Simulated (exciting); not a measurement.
# Core excitons at the O K edge of CaO (Lime), part 2 of 2

How far do the exchange and direct terms reshape the O K edge of CaO (Lime)?

exciting sodium; X-ray absorption, core-level Bethe-Salpeter equation, exchange and statically screened direct term, Tamm-Dancoff, all-electron LAPW+lo LDA.

So far. Step 5 (Independent particles): Maxima (height): 3.7 eV (0.52), 5.0 eV (0.42), 6.5 eV (0.54), 10.2 eV (0.38) and 14.0 eV (0.27); 1 lower ones aren't listed. The spectrum differs from the singlet run by 71 % r.m.s. Moving the earlier curve by +2.8 eV leaves 37 %. The highest maximum lies at 6.5 eV (0.54), against 0.6 eV (1.00). Step 6 (Exchange alone): Maxima (height): 3.7 eV (0.51), 5.0 eV (0.42), 6.5 eV (0.54), 10.2 eV (0.38) and 14.0 eV (0.27); 1 lower ones aren't listed.

### 8. Another input

In this try the input is made faulty on purpose, to show what that does.

The input, input.xml:

```
<input>
  <title>CaO</title>
  <structure speciespath="." autormt="false" epslat="1.0e-5">
    <crystal>
      <basevect>0.0000000000 4.5476259181 4.5476259181</basevect>
      <basevect>4.5476259181 0.0000000000 4.5476259181</basevect>
      <basevect>4.5476259181 4.5476259181 0.0000000000</basevect>
    </crystal>
    <species speciesfile="Ca.xml" rmt="2.464">
      <atom coord="0.0000000000 0.0000000000 0.0000000000"/>
    </species>
    <species speciesfile="O.xml" rmt="1.947">
      <atom coord="0.5000000000 0.5000000000 0.5000000000"/>
    </species>
  </structure>
  <groundstate do="skip" xctype="LDA_PW" ngridk="5 5 5" rgkmax="7" gmaxvr="14" nempty="8" swidth="0.001" maxscl="100" epsengy="1e-5"/>
  <xs xstype="BSE" ngridk="3 3 3" ngridq="3 3 3" vkloff="0 0 0" rgkmax="7" nempty="22" gqmax="3" lmaxapwwf="5" lmaxemat="2" broad="0.01654" tevout="true">
    <energywindow intv="18.042 19.659" points="439"/>
    <screening screentype="full" nempty="37"/>
    <BSE xas="true" xasspecies="2" xasatom="1" xasedge="K" bsetype="singlet" nstlxas="1 18"/>
    <qpointset>
      <qpoint>0 0 0</qpoint>
    </qpointset>
    <plan>
      <doonly task="xsgeneigvec"/>
      <doonly task="writepmatxs"/>
      <doonly task="scrgeneigvec"/>
      <doonly task="scrwritepmat"/>
      <doonly task="screen"/>
      <doonly task="scrcoulint"/>
      <doonly task="exccoulint"/>
    </plan>
  </xs>
</input>
```

The input, input.xml for the last start (plan only):

```
  <plan>
    <doonly task="bse"/>
  </plan>
```

Command:

```bash
OMP_NUM_THREADS=1 mpirun -n 4 exciting
OMP_NUM_THREADS=4 exciting
```

Numbers of over 12 decimals in the logs are rounded to 6 here.

The program printed:

```text
| EXCITING SODIUM started for task xsgeneigvec ( 301)                          =
One-shot GS runs for BSE calculations
One-shot GS runs for k+qmt/2 grids
Info(xsgeneigvec): Generating eigenvectors for Q-point      1
Info(xsgeneigvec): Generation of eigenvectors finished
| EXCITING SODIUM started for task writepmatxs ( 320)                          =
Info(writepmatxs): Momentum matrix elements finished
| EXCITING SODIUM started for task scrgeneigvec ( 401)                         =
One-shot GS runs for BSE calculations
One-shot GS runs for k+qmt/2 grids
[...]
Info(setup_bse_block): Setting up RR part of hamiltonian
Info(setup_bse_block): Singlet spin state
Info(bse): Diagonalizing RR Hamiltonian (TDA)
Info(bse): Invoking Lapack routine ZHEEVR
       972 eigen solutions found in the interval:
         i1=       1 i2=     972
Info(bse): Writing excition energies and oscillator strengths to text file.
Info(makespectrum_dist): Making spectrum using formula for coupling with time reversed AR basis.
Info(makespectrum_dist): Using formalism for vanishing momentum transfer.
Info(writederived): Writing quantities derived from the macroscopic dielectric function.
Info(bselauncher): Spectrum finished for iqmt=  1
Info(bselauncher): All done for BSE type singlet
```

Elapsed: 56 s, on 4 MPI ranks of Arm Neoverse V1, shared host.

The input has a fault: a coarse mesh through the zone centre samples only symmetric points. In all it changes the k mesh from 5×5×5 to 3×3×3 and mesh offset from shifted to 0 0 0. The spectrum differs from the singlet run by 34 % r.m.s. The highest maximum lies at 0.8 eV (1.43), against 0.6 eV (1.00). The first bright state moves from -0.27 to 0.85 eV. The lowest bare transition of this run lies at 0.41 eV, against 0.00. A coarse mesh samples few band energies, and it inflates the long-range part of the attraction. Symmetric points repeat the same band energies.

| E (eV) | first run | this run |
| --- | --- | --- |
| -4.0 | 0.02 | 0.02 |
| -3.0 | 0.03 | 0.03 |
| -2.0 | 0.06 | 0.05 |
| -1.0 | 0.15 | 0.10 |
| 0.0 | 0.68 | 0.33 |
| 1.0 | 0.91 | 1.30 |
| 2.0 | 0.52 | 0.52 |
| 3.0 | 0.43 | 0.46 |
| 4.0 | 0.50 | 0.49 |
| 5.0 | 0.34 | 0.38 |
| 6.0 | 0.23 | 0.23 |
| 7.0 | 0.20 | 0.11 |
| 8.0 | 0.20 | 0.34 |
| 9.0 | 0.34 | 0.23 |
| 10.0 | 0.15 | 0.09 |
| 11.0 | 0.12 | 0.07 |
| 12.0 | 0.12 | 0.08 |
| 13.0 | 0.19 | 0.33 |
| 14.0 | 0.09 | 0.13 |
| 15.0 | 0.08 | 0.05 |
| 16.0 | 0.10 | 0.05 |
| 17.0 | 0.11 | 0.10 |
| 18.0 | 0.11 | 0.05 |
| 19.0 | 0.16 | 0.09 |
| 20.0 | 0.29 | 0.27 |
| 21.0 | 0.33 | 0.49 |
| 22.0 | 0.36 | 0.56 |

### 9. From independent particles to the full kernel

| level | curve passes 0.15 (eV) | highest maximum (eV) | its height |
| --- | --- | --- | --- |
| IP | 1.5 | 6.5 | 0.54 |
| RPA | 1.5 | 6.5 | 0.54 |
| singlet | -1.0 | 0.6 | 1.00 |

| E (eV) | IP | RPA | singlet |
| --- | --- | --- | --- |
| -4.0 | 0.01 | 0.01 | 0.02 |
| -3.0 | 0.01 | 0.01 | 0.03 |
| -2.0 | 0.01 | 0.01 | 0.06 |
| -1.0 | 0.02 | 0.02 | 0.15 |
| 0.0 | 0.04 | 0.04 | 0.68 |
| 1.0 | 0.10 | 0.10 | 0.91 |
| 2.0 | 0.24 | 0.23 | 0.52 |
| 3.0 | 0.44 | 0.42 | 0.43 |
| 4.0 | 0.49 | 0.48 | 0.50 |
| 5.0 | 0.42 | 0.41 | 0.34 |
| 6.0 | 0.44 | 0.43 | 0.23 |
| 7.0 | 0.45 | 0.46 | 0.20 |
| 8.0 | 0.27 | 0.28 | 0.20 |
| 9.0 | 0.20 | 0.20 | 0.34 |
| 10.0 | 0.35 | 0.35 | 0.15 |
| 11.0 | 0.28 | 0.29 | 0.12 |
| 12.0 | 0.19 | 0.19 | 0.12 |
| 13.0 | 0.16 | 0.16 | 0.19 |
| 14.0 | 0.27 | 0.27 | 0.09 |
| 15.0 | 0.12 | 0.13 | 0.08 |
| 16.0 | 0.10 | 0.10 | 0.10 |
| 17.0 | 0.11 | 0.11 | 0.11 |
| 18.0 | 0.13 | 0.13 | 0.11 |
| 19.0 | 0.10 | 0.10 | 0.16 |
| 20.0 | 0.12 | 0.12 | 0.29 |
| 21.0 | 0.21 | 0.21 | 0.33 |
| 22.0 | 0.27 | 0.26 | 0.36 |

### 10. What came out

```
absorber and edge   : O K, atom 2
surroundings        : 6 Ca at 2.41 Å (octahedral, site symmetry m-3m)
first bright state  : -0.27 eV from the Kohn–Sham onset, on this mesh
highest maximum     : 0.6 eV
cost of the BSE run : 7.7 min on 4 MPI ranks of Arm Neoverse V1, shared host; the last task ran on as many threads
```

In words: Is a core exciton bound? Undecided on this mesh: the first bright state (over 5 % of the brightest) lies at -0.27 eV from the Kohn–Sham onset; weaker or dark states reach down to -0.70 eV. Exchange alone changes the independent-particle spectrum by 2 % r.m.s. Binding energies aren't converged on 125 k points. The kernel cutoff is low for a compact core orbital, so the effect of exchange is a lower bound. The zero comes from the shifted mesh, which comes near the band minimum without meeting it. The Kohn–Sham onset, 503 eV, is no photon energy: the scale needs a rigid shift. Bands and screening come from semilocal DFT, whose small gap overscreens. Vibrations and energy-dependent lifetimes are left out. The structure is a published determination, not relaxed.

[Banner, clock and machine lines of the logs are left out without a mark of their own.]

[Logs are printed without paths, hosts, clocks, repeated set-up lines and the standing remarks that a program may print on its own settings, such as how far it seeks lower states.]

[Hosts, paths, dates, database ids (printed as entryN), source tags and the programs' standing remarks are cut or masked in the printed files.]
